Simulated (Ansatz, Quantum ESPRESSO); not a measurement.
# 2H-WSe2, 1 layer, rectangular cell: the energy at a withheld member of a series

How the rows were computed: Quantum ESPRESSO 7.5, PBE, GBRV ultrasoft. Cell and atoms are first relaxed; each strained cell is then held, the other axis too, and the atoms relax in it. A periodic run with 15 Å of vacuum in the starting cell gives the vacuum levels, and bands follow along a path. The series steps strain along the first axis. Energies count from the lowest.

```tsv
strain along the first axis	energy (eV)
-4 %	0.1335
-3 %	0.0739
-2 %	0.0328
-1 %	0.0086
0 %	0.0000
1 %	0.0058
2 %	0.0246
3 %	0.0556
```

To predict: What is the energy at 4 %?

**Worked estimate.** The rows at 2 % and 3 % give a slope of (0.0556 − (0.0246))/(3 − (2)) = 0.031, so a straight line gives 0.0866 eV. A parabola through these and the row at 1 % gives 0.0988 eV.

**The withheld run.** 0.0977 eV. The line misses by −0.0111 and the parabola by +0.0011 eV. The parabola does better.

**Limits.** Semilocal gaps are too small; the 1×1 cell can't ripple over many cells under compression as a free sheet would. No spin-orbit coupling.

[Logs are printed without paths, hosts, clocks, repeated set-up lines and the standing remarks that a program may print on its own settings, such as how far it seeks lower states.]
